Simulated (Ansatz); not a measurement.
# Si: one atom moved over a plane, part 1 of 2

The task, for Si: map the energy of atom 1 (Si) over a plane.

Program: Ansatz 0.2.0. Level of theory: DFT r2SCAN, scalar-relativistic, plane waves, PAW. These are calculated values, not measurements.

## Step 1: Starting point

It takes space group Fd-3m (No. 227, cubic). The conventional cell has a = 5.431 Å, b = 5.431 Å, c = 5.431 Å, α = 90.00°, β = 90.00°, γ = 90.00°. Around Si (site symmetry -43m) lie 4 Si at 2.35 Å.

Structure file:

```xyz
2
Lattice="0.0000 2.7155 2.7155 2.7155 0.0000 2.7155 2.7155 2.7155 0.0000" Properties=species:S:1:pos:R:3 pbc="T T T"
Si    2.7155    2.7155    2.7155
Si    4.0732    4.0732    4.0732
```

Source of the structure: the Crystallography Open Database.

## Step 2: Quick check of gap, pressure and forces

Contents of input.yaml:

```yaml
crystal:
  lattice:
    - [0.0, 2.71547, 2.71547]
    - [2.71547, 0.0, 2.71547]
    - [2.71547, 2.71547, 0.0]
  atoms:
    - { symbol: Si, position: [0.5, 0.5, 0.5] }
    - { symbol: Si, position: [0.75, 0.75, 0.75] }
basis:
  ecutwfc: 500
kpoints:
  mp_grid: { grid: [6, 6, 6] }
hamiltonian:
  xc: r2scan
scf:
  occupations: { method: gaussian, width: 0.1 }
output:
  forces: true
  stress: true
  eigenvalues: true
```

Launch:

```sh
> ansatz run input.yaml --threads 1 --pin off --max-ram 2560MiB --backend cpu --events-out ev --progress --plain --runs-dir out
```

What it wrote, shortened:

```text
Warning: RAYON_NUM_THREADS=1 ignored (pool sized by the plan → 1); use --threads N
[...]
Pseudopotentials: kind: paw
Pseudopotential: Si, paw, valence charge 4, recommended cutoff 500 eV (meta_gga), Si.paw.azcp
Functional definition: r2SCAN
[...]
Crystal: 2 atoms, lattice volume = 40.047 Å³
Basis set: ecut = 500 eV, 965 PW (Γ), exchange–correlation on 120×120×120 points (64 copies of the dense FFT grid, shifted against one another)
Bands: 8, of which v1, the nominal top of the filled ones, is band 4 counted from 1 (3 counted from 0)
Symmetry: 48 space group operations
Space group: Fd-3m (ITA 227), of the structure as read, at distance tolerance 3.4e-5 Å
k-points: 16 of 216
[...]
SCF iter   1: F=—  HF=-1278.094839 eV  |F-HF|=—  |Δ(HF+E_count)|=         —  Δρ=3.29e-3  dr2=2.96e-3  dr2_τ=1.27e-2  ethr=1.77e-3  ⟨swp⟩=5.7  Hψ=1140  notcnv=0
[...]
SCF iter   6: F=-1278.110957 eV  HF=-1278.110957 eV  |F-HF|=3.26e-10  |Δ(HF+E_count)|=   4.79e-8  Δρ=1.58e-6  dr2=5.06e-10  dr2_τ=2.06e-12  ethr=7.07e-10  ⟨swp⟩=2.2  Hψ=482  notcnv=0
[...]
SCF converged after 6 iterations
Free energy (F): -1278.110957 eV
[...]
E sigma→0 (E₀):  -1278.110957 eV
Fermi energy:    6.605209 eV
[...]
--- Forces (eV/Å), atoms counted from 1 ---
  atom   1  Si     0.00000000    -0.00000000    -0.00000000
  atom   2  Si     0.00000000    -0.00000000     0.00000000
[...]
--- Stress (GPa, compression-positive) ---
        0.793771      -0.000000      -0.000000
       -0.000000       0.793771      -0.000000
       -0.000000       0.000000       0.793771
  P = ⅓ Tr σ = 0.7938 GPa (7.938 kbar)
--- Band table (eV; the first three rows and the last of 16) ---
  k-point 0: bands = ["-6.3755", "6.1600", "6.1600", "6.1600", "8.9008", "8.9008", "8.9008", "10.1384"]
[...]
```

It took 0.92 s on 1 thread of Intel Xeon 6975P-C (Granite Rapids), shared host; peak memory 0.4 GiB.

No relaxation comes first: the listed cell is the starting point.

## Step 3: The undisturbed cell

input.yaml: that of step 2 with these lines changed.

```diff
@@ -11,3 +11,3 @@
 kpoints:
-  mp_grid: { grid: [6, 6, 6] }
+  mp_grid: { grid: [10, 10, 10] }
 hamiltonian:
@@ -15,3 +15,3 @@
 scf:
-  occupations: { method: gaussian, width: 0.1 }
+  occupations: { method: gaussian, width: 0.05 }
 output:
@@ -20 +20,5 @@
   eigenvalues: true
+  write_density: true
+  write_potential: true
+  elf: true
+  volumetric_format: npy
```

Launch:

```sh
> ansatz run input.yaml --threads 1 --pin off --max-ram 2560MiB --backend cpu --events-out ev --progress --plain --runs-dir out
```

What it wrote, shortened:

```text
Warning: RAYON_NUM_THREADS=1 ignored (pool sized by the plan → 1); use --threads N
[...]
Pseudopotentials: kind: paw
Pseudopotential: Si, paw, valence charge 4, recommended cutoff 500 eV (meta_gga), Si.paw.azcp
Functional definition: r2SCAN
[...]
Crystal: 2 atoms, lattice volume = 40.047 Å³
Basis set: ecut = 500 eV, 965 PW (Γ), exchange–correlation on 120×120×120 points (64 copies of the dense FFT grid, shifted against one another)
Bands: 8, of which v1, the nominal top of the filled ones, is band 4 counted from 1 (3 counted from 0)
Symmetry: 48 space group operations
Space group: Fd-3m (ITA 227), of the structure as read, at distance tolerance 3.4e-5 Å
k-points: 47 of 1000
[...]
SCF iter   1: F=—  HF=-1278.116649 eV  |F-HF|=—  |Δ(HF+E_count)|=         —  Δρ=3.14e-3  dr2=2.96e-3  dr2_τ=1.25e-2  ethr=1.77e-3  ⟨swp⟩=6.0  Hψ=3438  notcnv=0
[...]
SCF iter   6: F=-1278.132151 eV  HF=-1278.132151 eV  |F-HF|=1.41e-10  |Δ(HF+E_count)|=   1.63e-8  Δρ=1.08e-6  dr2=2.38e-10  dr2_τ=1.12e-12  ethr=2.48e-10  ⟨swp⟩=5.3  Hψ=1934  notcnv=0
[...]
SCF converged after 6 iterations
Free energy (F): -1278.132151 eV
[...]
E sigma→0 (E₀):  -1278.132151 eV
Fermi energy:    6.535396 eV
[...]
--- Forces (eV/Å), atoms counted from 1 ---
  atom   1  Si     0.00000000     0.00000000    -0.00000000
  atom   2  Si     0.00000000    -0.00000000    -0.00000000
[...]
--- Stress (GPa, compression-positive) ---
        0.722497       0.000000      -0.000000
        0.000000       0.722497       0.000000
        0.000000      -0.000000       0.722497
  P = ⅓ Tr σ = 0.7225 GPa (7.225 kbar)
--- Band table (eV; the first three rows and the last of 47) ---
  k-point 0: bands = ["-6.3817", "6.1536", "6.1536", "6.1536", "8.8961", "8.8961", "8.8961", "10.1308"]
[...]
```

It took 1.7 s on 1 thread of Intel Xeon 6975P-C (Granite Rapids), shared host; peak memory 0.43 GiB.

The maps below are laid out on this run's own conventional cell (a, b, c = 5.431, 5.431, 5.431 Å).

Density in a lattice plane of the grid's cell (edges 5.43 and 5.43 Å, at 0.000 of the third edge), which holds Si.

Ten even steps from ' ' (0.02 e/Å³) to '@' (0.39 e/Å³):
```
        ..::==**%%@@##--::--##@@%%**==::..      
        ..::==**%%@@@@%%##%%@@@@%%**==::..      
    ....::::==++##%%@@@@@@@@@@%%##++==::::....  
::::::::::--====++**************++====--::::::::
----======------======------======------======--
********++====--::::::::::::::::::--====++******
@@@@@@%%##++==::::....      ....::::==++##%%@@@@
##%%@@@@%%**==::..              ..::==**%%@@@@%%
::--##@@%%**==::..              ..::==**%%@@##--
  ..++%%%%**--::..              ..::--**%%%%++..
::--##@@%%**==::..              ..::==**%%@@##--
##%%@@@@%%**==::..              ..::==**%%@@@@%%
@@@@@@%%##++==::::....      ....::::==++##%%@@@@
********++====--::::::::::::::::::--====++******
----======------======------======------======--
::::::::::--====++**************++====--::::::::
    ....::::==++##%%@@@@@@@@@@%%##++==::::....  
        ..::==**%%@@@@%%##%%@@@@%%**==::..      
        ..::==**%%@@##--::--##@@%%**==::..      
        ..::--**%%%%++..  ..++%%%%**--::..      
```
Columns run along the first of these edges and rows up along the second, over one cell in 24 and 20 even steps from the bottom left corner. Atoms in the plane (fractional): Si at (0.00, 0.50), Si at (0.50, 0.00).

ELF in the same plane.

Ten even steps from ' ' (0.01) to '@' (0.80):
```
        ..--**%%%%##==------==##%%%%**--..      
      ..::==**%%@@@@##++==++##@@@@%%**==::..    
......::--==**%%@@@@@@%%##%%@@@@@@%%**==--::....
------====++**##%%@@%%%%##%%%%@@%%##**++====----
++****##****++****##****++****##****++****##****
##%%%%@@%%##**++====----------====++**##%%@@%%%%
##%%@@@@@@%%**==--::..........::--==**%%@@@@@@%%
==++##@@@@%%**==::..          ..::==**%%@@@@##++
----==##%%%%**--..              ..--**%%%%##==--
##==--++####++--..              ..--++####++--==
----==##%%%%**--..              ..--**%%%%##==--
==++##@@@@%%**==::..          ..::==**%%@@@@##++
##%%@@@@@@%%**==--::..........::--==**%%@@@@@@%%
##%%%%@@%%##**++====----------====++**##%%@@%%%%
++****##****++****##****++****##****++****##****
------====++**##%%@@%%%%##%%%%@@%%##**++====----
......::--==**%%@@@@@@%%##%%@@@@@@%%**==--::....
      ..::==**%%@@@@##++==++##@@@@%%**==::..    
        ..--**%%%%##==------==##%%%%**--..      
        ..--++####++--==##==--++####++--..      
```
Columns run along the first of these edges and rows up along the second, over one cell in 24 and 20 even steps from the bottom left corner. Atoms in the plane (fractional): Si at (0.00, 0.50), Si at (0.50, 0.00).

Both are smooth fields of the valence electrons: close to the nuclei they are not physical.

Outside the cores ELF peaks at 0.95 on the Si–Si line, 1.1 Å from Si.

The reference gives a free energy of -1278.1322 eV, pressure 0.72 GPa, largest force 0.000 eV/Å and gap on the mesh 0.77 eV.

## Step 4: Changing settings: occupations.method fermi_dirac, occupations.width 0.15, lower_state_search light

input.yaml: that of step 3 with these lines changed.

```diff
@@ -15,10 +15,7 @@
 scf:
-  occupations: { method: gaussian, width: 0.05 }
+  occupations: { method: fermi_dirac, width: 0.15 }
+  lower_state_search: light
 output:
   forces: true
+  eigenvalues: true
   stress: true
-  eigenvalues: true
-  write_density: true
-  write_potential: true
-  elf: true
-  volumetric_format: npy
```

Launch:

```sh
> ansatz run input.yaml --threads 1 --pin off --max-ram 2560MiB --backend cpu --events-out ev --progress --plain --runs-dir out
```

What it wrote, shortened:

```text
Warning: RAYON_NUM_THREADS=1 ignored (pool sized by the plan → 1); use --threads N
[...]
Pseudopotentials: kind: paw
Pseudopotential: Si, paw, valence charge 4, recommended cutoff 500 eV (meta_gga), Si.paw.azcp
Functional definition: r2SCAN
[...]
Crystal: 2 atoms, lattice volume = 40.047 Å³
Basis set: ecut = 500 eV, 965 PW (Γ), exchange–correlation on 120×120×120 points (64 copies of the dense FFT grid, shifted against one another)
Bands: 8, of which v1, the nominal top of the filled ones, is band 4 counted from 1 (3 counted from 0)
Symmetry: 48 space group operations
Space group: Fd-3m (ITA 227), of the structure as read, at distance tolerance 3.4e-5 Å
k-points: 47 of 1000
[...]
SCF iter   1: F=—  HF=-1278.117384 eV  |F-HF|=—  |Δ(HF+E_count)|=         —  Δρ=3.13e-3  dr2=3.01e-3  dr2_τ=1.25e-2  ethr=1.77e-3  ⟨swp⟩=5.6  Hψ=3287  notcnv=0
[...]
SCF iter   6: F=-1278.132777 eV  HF=-1278.132777 eV  |F-HF|=7.59e-11  |Δ(HF+E_count)|=   1.70e-8  Δρ=7.89e-7  dr2=1.29e-10  dr2_τ=4.99e-13  ethr=2.63e-10  ⟨swp⟩=2.3  Hψ=1517  notcnv=0
[...]
SCF converged after 6 iterations
Free energy (F): -1278.132777 eV
[...]
E sigma→0 (E₀):  -1278.131276 eV
Entropy (-TS):   -0.003002 eV (-1.501 meV/atom)
Fermi energy:    6.512374 eV
[...]
--- Forces (eV/Å), atoms counted from 1 ---
  atom   1  Si     0.00000000    -0.00000000     0.00000000
  atom   2  Si     0.00000000    -0.00000000    -0.00000000
[...]
--- Stress (GPa, compression-positive) ---
        0.710119      -0.000000      -0.000000
       -0.000000       0.710119      -0.000000
       -0.000000      -0.000000       0.710119
  P = ⅓ Tr σ = 0.7101 GPa (7.101 kbar)
--- Band table (eV; the first three rows and the last of 47) ---
  k-point 0: bands = ["-6.3826", "6.1526", "6.1526", "6.1526", "8.8953", "8.8953", "8.8953", "10.1296"]
[...]
```

Wall time 1.3 s (1 thread of Intel Xeon 6975P-C (Granite Rapids), shared host); peak memory 0.42 GiB.

```
    run     ending        energy change  pressure (GPa)  gap (eV)  force (eV/Å)  cycles   time
 step 3  converged                    0             0.7      0.77          0.00       6  1.7 s
variant  converged  +0.4 meV/atom (σ→0)             0.7      0.77          0.00       6  1.3 s
```

Changing the smearing and search for lower states leaves the energy as it was (+0.4 meV/atom).

## Step 5: Setting up one atom moved over a plane

Atom 1 (Si) is moved by p along (1.000, 0.000, 0.000) and q along (0.000, 1.000, 0.000) (Å), all else fixed; its images in the other cells move with it. Points alike by symmetry are run once.

## Step 6: p = -0.200, q = -0.200

input.yaml: that of step 3 with these lines changed.

```diff
@@ -6,3 +6,3 @@
   atoms:
-    - { symbol: Si, position: [0.5, 0.5, 0.5] }
+    - { symbol: Si, position: [0.5, 0.5, 0.426347925] }
     - { symbol: Si, position: [0.75, 0.75, 0.75] }
@@ -20,5 +20 @@
   eigenvalues: true
-  write_density: true
-  write_potential: true
-  elf: true
-  volumetric_format: npy
```

Launch:

```sh
> ansatz run input.yaml --threads 1 --pin off --max-ram 2560MiB --backend cpu --events-out ev --progress --plain --runs-dir out
```

What it wrote, shortened:

```text
Warning: RAYON_NUM_THREADS=1 ignored (pool sized by the plan → 1); use --threads N
[...]
Pseudopotentials: kind: paw
Pseudopotential: Si, paw, valence charge 4, recommended cutoff 500 eV (meta_gga), Si.paw.azcp
Functional definition: r2SCAN
[...]
Crystal: 2 atoms, lattice volume = 40.047 Å³
Basis set: ecut = 500 eV, 965 PW (Γ), exchange–correlation on 120×120×120 points (64 copies of the dense FFT grid, shifted against one another)
Bands: 8, of which v1, the nominal top of the filled ones, is band 4 counted from 1 (3 counted from 0)
Symmetry: 4 space group operations
Space group: C2/m (ITA 12), of the structure as read, at distance tolerance 3.4e-5 Å
k-points: 282 of 1000
[...]
SCF iter   1: F=—  HF=-1277.566342 eV  |F-HF|=—  |Δ(HF+E_count)|=         —  Δρ=3.47e-3  dr2=4.00e-3  dr2_τ=1.32e-2  ethr=1.77e-3  ⟨swp⟩=6.0  Hψ=21223  notcnv=0
[...]
SCF iter   6: F=-1277.579784 eV  HF=-1277.579784 eV  |F-HF|=2.11e-10  |Δ(HF+E_count)|=   6.33e-8  Δρ=1.51e-6  dr2=6.61e-10  dr2_τ=8.85e-12  ethr=3.96e-10  ⟨swp⟩=2.4  Hψ=8504  notcnv=0
[...]
SCF converged after 6 iterations
Free energy (F): -1277.579784 eV
[...]
E sigma→0 (E₀):  -1277.579692 eV
Entropy (-TS):   -0.000183 eV (-0.092 meV/atom)
Fermi energy:    6.655181 eV
[...]
--- Forces (eV/Å), atoms counted from 1 ---
  atom   1  Si     2.72452312     2.72452312    -1.53617067
  atom   2  Si    -2.72452312    -2.72452312     1.53617067
[...]
--- Stress (GPa, compression-positive) ---
        2.544327       3.509518      -8.732081
        3.509518       2.544327      -8.732081
       -8.732081      -8.732081       5.809584
  P = ⅓ Tr σ = 3.6327 GPa (36.327 kbar)
--- Band table (eV; the first three rows and the last of 282) ---
  k-point 0: bands = ["-6.4794", "4.8160", "6.2440", "7.6179", "8.0238", "8.5676", "9.7058", "9.9968"]
[...]
```

Run time: 5.6 s. Hardware: 1 thread of Intel Xeon 6975P-C (Granite Rapids), shared host; peak memory 0.53 GiB.

## Step 7: At p = -0.200, q = 0.000

input.yaml: that of step 6 with these lines changed.

```diff
@@ -6,3 +6,3 @@
   atoms:
-    - { symbol: Si, position: [0.5, 0.5, 0.426347925] }
+    - { symbol: Si, position: [0.5368260375, 0.4631739625, 0.4631739625] }
     - { symbol: Si, position: [0.75, 0.75, 0.75] }
```

Launch:

```sh
> ansatz run input.yaml --threads 1 --pin off --max-ram 2560MiB --backend cpu --events-out ev --progress --plain --runs-dir out
```

What it wrote, shortened:

```text
Warning: RAYON_NUM_THREADS=1 ignored (pool sized by the plan → 1); use --threads N
[...]
Pseudopotentials: kind: paw
Pseudopotential: Si, paw, valence charge 4, recommended cutoff 500 eV (meta_gga), Si.paw.azcp
Functional definition: r2SCAN
[...]
Crystal: 2 atoms, lattice volume = 40.047 Å³
Basis set: ecut = 500 eV, 965 PW (Γ), exchange–correlation on 120×120×120 points (64 copies of the dense FFT grid, shifted against one another)
Bands: 8, of which v1, the nominal top of the filled ones, is band 4 counted from 1 (3 counted from 0)
Symmetry: 8 space group operations
Space group: Imma (ITA 74), of the structure as read, at distance tolerance 3.4e-5 Å
k-points: 171 of 1000
[...]
SCF iter   1: F=—  HF=-1277.844163 eV  |F-HF|=—  |Δ(HF+E_count)|=         —  Δρ=3.30e-3  dr2=3.34e-3  dr2_τ=1.28e-2  ethr=1.77e-3  ⟨swp⟩=6.0  Hψ=12749  notcnv=0
[...]
SCF iter   6: F=-1277.858695 eV  HF=-1277.858695 eV  |F-HF|=2.82e-10  |Δ(HF+E_count)|=   8.64e-8  Δρ=1.34e-6  dr2=4.20e-10  dr2_τ=4.61e-12  ethr=5.11e-10  ⟨swp⟩=2.4  Hψ=5070  notcnv=0
[...]
SCF converged after 6 iterations
Free energy (F): -1277.858695 eV
[...]
E sigma→0 (E₀):  -1277.858632 eV
Entropy (-TS):   -0.000127 eV (-0.063 meV/atom)
Fermi energy:    6.720520 eV
[...]
--- Forces (eV/Å), atoms counted from 1 ---
  atom   1  Si     2.63048178    -0.00000000     0.00000000
  atom   2  Si    -2.63048178     0.00000000     0.00000000
[...]
--- Stress (GPa, compression-positive) ---
        0.191711      -0.000000      -0.000000
        0.000000       3.048797      -8.403539
       -0.000000      -8.403539       3.048797
  P = ⅓ Tr σ = 2.0964 GPa (20.964 kbar)
--- Band table (eV; the first three rows and the last of 171) ---
  k-point 0: bands = ["-6.4319", "5.1473", "6.2540", "7.1651", "8.2847", "8.7395", "9.4620", "10.0623"]
[...]
```

Run time: 3.6 s. Hardware: 1 thread of Intel Xeon 6975P-C (Granite Rapids), shared host; peak memory 0.48 GiB.

## Step 8: Point p = -0.200, q = -0.100

input.yaml: that of step 7 with these lines changed.

```diff
@@ -6,3 +6,3 @@
   atoms:
-    - { symbol: Si, position: [0.5368260375, 0.4631739625, 0.4631739625] }
+    - { symbol: Si, position: [0.5184130187, 0.4815869813, 0.4447609438] }
     - { symbol: Si, position: [0.75, 0.75, 0.75] }
```

Launch:

```sh
> ansatz run input.yaml --threads 1 --pin off --max-ram 2560MiB --backend cpu --events-out ev --progress --plain --runs-dir out
```

What it wrote, shortened:

```text
Warning: RAYON_NUM_THREADS=1 ignored (pool sized by the plan → 1); use --threads N
[...]
Pseudopotentials: kind: paw
Pseudopotential: Si, paw, valence charge 4, recommended cutoff 500 eV (meta_gga), Si.paw.azcp
Functional definition: r2SCAN
[...]
Crystal: 2 atoms, lattice volume = 40.047 Å³
Basis set: ecut = 500 eV, 965 PW (Γ), exchange–correlation on 120×120×120 points (64 copies of the dense FFT grid, shifted against one another)
Bands: 8, of which v1, the nominal top of the filled ones, is band 4 counted from 1 (3 counted from 0)
Symmetry: 2 space group operations
Space group: P-1 (ITA 2), of the structure as read, at distance tolerance 3.4e-5 Å
k-points: 504 of 1000
[...]
SCF iter   1: F=—  HF=-1277.773039 eV  |F-HF|=—  |Δ(HF+E_count)|=         —  Δρ=3.35e-3  dr2=3.52e-3  dr2_τ=1.29e-2  ethr=1.77e-3  ⟨swp⟩=6.0  Hψ=37844  notcnv=0
[...]
SCF iter   6: F=-1277.787275 eV  HF=-1277.787275 eV  |F-HF|=1.21e-9  |Δ(HF+E_count)|=   1.27e-7  Δρ=3.80e-6  dr2=3.41e-9  dr2_τ=5.70e-11  ethr=7.85e-10  ⟨swp⟩=3.1  Hψ=16724  notcnv=0
[...]
SCF converged after 6 iterations
Free energy (F): -1277.787275 eV
[...]
E sigma→0 (E₀):  -1277.787200 eV
Entropy (-TS):   -0.000150 eV (-0.075 meV/atom)
Fermi energy:    6.752368 eV
[...]
--- Forces (eV/Å), atoms counted from 1 ---
  atom   1  Si     2.64769716     1.41136358    -0.76706463
  atom   2  Si    -2.64769716    -1.41136358     0.76706463
[...]
--- Stress (GPa, compression-positive) ---
        0.752379       1.736562      -4.219960
        1.736563       2.934072      -8.525543
       -4.219960      -8.525543       3.745065
  P = ⅓ Tr σ = 2.4772 GPa (24.772 kbar)
--- Band table (eV; the first three rows and the last of 504) ---
  k-point 0: bands = ["-6.4445", "5.0575", "6.2345", "7.3008", "8.2101", "8.6910", "9.5352", "10.0453"]
[...]
```

It took 9.4 s on 1 thread of Intel Xeon 6975P-C (Granite Rapids), shared host; peak memory 0.62 GiB.

## Step 9: p = -0.100, q = 0.000

input.yaml: that of step 8 with these lines changed.

```diff
@@ -6,3 +6,3 @@
   atoms:
-    - { symbol: Si, position: [0.5184130187, 0.4815869813, 0.4447609438] }
+    - { symbol: Si, position: [0.5184130187, 0.4815869813, 0.4815869813] }
     - { symbol: Si, position: [0.75, 0.75, 0.75] }
```

Launch:

```sh
> ansatz run input.yaml --threads 1 --pin off --max-ram 2560MiB --backend cpu --events-out ev --progress --plain --runs-dir out
```

What it wrote, shortened:

```text
Warning: RAYON_NUM_THREADS=1 ignored (pool sized by the plan → 1); use --threads N
[...]
Pseudopotentials: kind: paw
Pseudopotential: Si, paw, valence charge 4, recommended cutoff 500 eV (meta_gga), Si.paw.azcp
Functional definition: r2SCAN
[...]
Crystal: 2 atoms, lattice volume = 40.047 Å³
Basis set: ecut = 500 eV, 965 PW (Γ), exchange–correlation on 120×120×120 points (64 copies of the dense FFT grid, shifted against one another)
Bands: 8, of which v1, the nominal top of the filled ones, is band 4 counted from 1 (3 counted from 0)
Symmetry: 8 space group operations
Space group: Imma (ITA 74), of the structure as read, at distance tolerance 3.4e-5 Å
k-points: 171 of 1000
[...]
SCF iter   1: F=—  HF=-1278.046829 eV  |F-HF|=—  |Δ(HF+E_count)|=         —  Δρ=3.23e-3  dr2=3.17e-3  dr2_τ=1.26e-2  ethr=1.77e-3  ⟨swp⟩=6.0  Hψ=12633  notcnv=0
[...]
SCF iter   6: F=-1278.062115 eV  HF=-1278.062115 eV  |F-HF|=2.06e-10  |Δ(HF+E_count)|=   6.94e-8  Δρ=1.14e-6  dr2=3.01e-10  dr2_τ=2.77e-12  ethr=3.83e-10  ⟨swp⟩=2.3  Hψ=4975  notcnv=0
[...]
SCF converged after 6 iterations
Free energy (F): -1278.062115 eV
[...]
E sigma→0 (E₀):  -1278.062110 eV
Entropy (-TS):   -0.000009 eV (-0.004 meV/atom)
Fermi energy:    6.736264 eV
[...]
--- Forces (eV/Å), atoms counted from 1 ---
  atom   1  Si     1.39407247    -0.00000000     0.00000000
  atom   2  Si    -1.39407247     0.00000000     0.00000000
[...]
--- Stress (GPa, compression-positive) ---
        0.632055       0.000000      -0.000000
        0.000000       1.312714      -3.949905
       -0.000000      -3.949905       1.312714
  P = ⅓ Tr σ = 1.0858 GPa (10.858 kbar)
--- Band table (eV; the first three rows and the last of 171) ---
  k-point 0: bands = ["-6.3936", "5.6431", "6.1806", "6.6675", "8.5924", "8.8556", "9.1895", "10.1154"]
[...]
```

It took 3.5 s on 1 thread of Intel Xeon 6975P-C (Granite Rapids), shared host; peak memory 0.49 GiB.

(Continued in part 2 of 2.)
